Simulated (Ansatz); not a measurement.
## TiO$_{2}$: pressure against volume

TiO$_{2}$, I4_1/amd, a = 3.778 Å, c = 9.584 Å. The compound has several low-lying forms, and this is one of them. Ansatz: r2SCAN, PAW, 500 eV, Γ-centred 8×8×6 mesh on 6 atoms, Gaussian smearing 0.02 eV; no spin polarisation. Shape and atoms are relaxed at each volume; pressure is positive in compression.

```
V (Å³/atom) P (GPa)
     10.714    12.60
     11.056        ?
     11.398     0.01
     11.740    -5.39
     12.082   -10.17
```

Problem. Take V0 = 11.398 Å³/atom, count pressures from its P0 = 0.01 GPa, fit the third-order Birch–Murnaghan form to the other rows, and predict the missing pressure.

Solution. With the Eulerian strain f = ½[(V0/V)^(2/3) − 1] and y = (P − P0)/[3f(1 + 2f)^(5/2)], the form is the line y = B0 + 1.5 B0 (B0′ − 4) f. Rows (f, y): 0.02106, 179.7; -0.00976, 193.7; -0.01905, 196.3. Means f = -0.002583, y = 189.90; Σ(Δf)² = 0.0008817, ΣΔfΔy = -0.3738; the slope is their ratio. y = 188.8 − 424.0 f GPa, so B0 = 188.8 GPa and B0′ = 4 + 2 × (-424.0)/(3 × 188.8) = 2.50. At V = 11.056, f = 0.01026, y = 184.45 and P = 5.98 GPa. The run gave 6.00 GPa, so the fit is 0.02 GPa too low, within the rms miss on the fitted rows (0.02 GPa).